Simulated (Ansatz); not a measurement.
**Random displacements in CaO**

Computed with DFT PBE, scalar-relativistic, plane waves, PAW in Ansatz 0.2.0. The runs took a 420 eV cutoff, a Γ-centred 6×6×6 mesh and Gaussian smearing (0.05 eV). No spin polarisation. Energies are free energies at this smearing, counted from the undisturbed cell; pressure is positive in compression.

Zero of the scan (as given, not relaxed at this level):

```
CELL_PARAMETERS angstrom
4.89800 0.00000 0.00000
0.00000 -4.89800 0.00000
0.00000 0.00000 -4.89800
ATOMIC_POSITIONS crystal
Ca 0.00000 0.50000 0.50000
Ca 0.50000 0.00000 0.50000
Ca 0.50000 0.50000 0.00000
Ca 0.00000 0.00000 0.00000
O 0.50000 0.00000 0.00000
O 0.00000 0.50000 0.00000
O 0.00000 0.00000 0.50000
O 0.50000 0.50000 0.50000
```

The atoms are displaced (Å, in the unstrained cell):

```csv
atom,ux,uy,uz
Ca1,0.060,0.196,-0.057
Ca2,-0.074,0.137,-0.028
Ca3,0.051,-0.109,0.008
Ca4,-0.091,-0.265,0.159
O5,0.034,0.093,0.007
O6,-0.019,0.049,-0.030
O7,0.019,0.086,-0.030
O8,0.021,-0.187,-0.030
```

Strain (Voigt, engineering shear): (0.0380, -0.0017, -0.0605, 0.0474, -0.1003, -0.0453).

(1) What are the energy change, the stress and the forces?

## Answers

(1) ΔE = 204.0 meV/atom; stress (xx, yy, zz, yz, xz, xy; compression positive) (-4.52, 6.10, 10.91, -4.72, 7.54, 3.71) GPa; gap on the mesh 3.55 eV.
| atom | Fx (eV/Å) | Fy | Fz |
| --- | --- | --- | --- |
| Ca1 | -0.19 | -2.01 | 1.21 |
| Ca2 | 0.39 | -0.97 | 0.59 |
| Ca3 | -0.27 | 0.33 | -0.55 |
| Ca4 | 0.06 | 2.76 | -2.11 |
| O5 | -0.03 | -1.01 | 0.04 |
| O6 | 0.06 | -0.40 | 0.03 |
| O7 | 0.06 | -0.45 | 0.71 |
| O8 | -0.09 | 1.76 | 0.08 |